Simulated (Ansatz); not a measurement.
Ti:

```
Ti
1.0
     4.56737    0.00000    0.00000
    -2.28369    3.95546    0.00000
     0.00000    0.00000    2.82624
Ti
3
Direct
  0.66667 0.33333 0.50000
  0.33333 0.66667 0.50000
  0.00000 0.00000 0.00000
```

This isn't the form of Ti at room conditions, which is hcp.

* Program: Ansatz 0.2.0
* Task: single point
* Functional: PBEsol
* Potentials or basis: all-electron LAPW, scalar-relativistic
* Cutoff: 261 eV (chosen from the basis error)
* Basis error allowed: 0.001 eV/atom
* k mesh: 7 × 7 × 9
* Occupations: fermi-dirac, width 0.05 eV
* Spin: no spin polarisation

On this cell: pressure -3.7 GPa; largest force under 0.003 eV/Å; band gap on the k mesh none (metal or under the smearing width).

The same run follows on a disturbed copy (atoms moved at random, drawn with an rms of 0.05 Å):

```
CELL_PARAMETERS angstrom
4.56737 0.00000 0.00000
-2.28369 3.95546 0.00000
0.00000 0.00000 2.82624
ATOMIC_POSITIONS crystal
Ti 0.66700 0.33369 0.50435
Ti 0.33980 0.67128 0.48012
Ti 0.00626 0.00534 0.00325
```

Question: What does the disturbed cell give?

Answer: The energy (extrapolated to zero smearing) moves by +2.6 meV/atom; pressure -3.7 GPa; largest force 0.202 eV/Å; band gap on the k mesh none (metal or under the smearing width).

Forces on the atoms (eV/Å):
```
Ti   0.061  0.063 -0.023
Ti  -0.043 -0.037  0.194
Ti  -0.018 -0.027 -0.171
```

Stress tensor (GPa, compression positive):
```
-3.76  0.03  0.00
 0.03 -3.79  0.01
 0.00  0.01 -3.59
```
